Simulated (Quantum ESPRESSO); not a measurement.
## MoS2 under changes of volume

One of the cells (50.735 Å³/atom); the others are scaled copies at fixed shape and fractional positions:

```
Mo S
1.0
     3.18413    0.00000    0.00000
    -1.59206    2.75753    0.00000
     0.00000    0.00000   17.33460
Mo S
1 2
Direct
  0.00000 0.00000 0.00000
  0.33333 0.66667 0.91051
  0.33333 0.66667 0.08949
```

```yaml
Program: Quantum ESPRESSO 7.5
Functional: PBEsol
Potentials_or_basis: GBRV 1.5 PBEsol
Cutoff: 612 eV
Density_cutoff: 4898 eV
k_mesh: 10 × 10 × 2
Occupations: fermi-dirac, width 0.05 eV
Spin: no spin polarisation
```

| volume (Å³/atom) | energy over the lowest point (meV/atom) | gap on the mesh (eV) | largest force (eV/Å) |
| --- | --- | --- | --- |
| 47.690 | ? | ? | ? |
| 48.705 | 2.59 | 1.84 | 0.543 |
| 49.720 | 0.00 | 1.79 | 0.175 |
| 50.735 | 4.41 | 1.73 | 0.165 |
| 51.749 | 15.09 | 1.68 | 0.480 |
| 52.764 | 31.38 | 1.63 | 0.771 |
| 53.779 | 52.70 | 1.58 | 1.039 |

Task: What does the run at 47.690 Å³/atom give?

Result: Energy over the lowest point 13.02 meV/atom; gap on the mesh 1.90 eV; largest force 0.943 eV/Å.

Worked out: A Birch-Murnaghan fit of order 3 (a polynomial in V^(-2/3)) to the other rows has its minimum at 49.57 Å³/atom with B0 = V·E''(V) = 55 GPa and B' = 4.4 at fixed shape and positions, which overstates the stiffness. It gives 13.02 meV/atom at 47.690 Å³/atom, against the run's 13.02. A straight line through the other rows of the gap, of slope -2.64 eV per unit of ln V, extrapolates to 1.90 eV, against the run's 1.90.

Energies are extrapolated to zero smearing.

A mesh can miss the band edges. Spin-orbit coupling on Mo is left out.
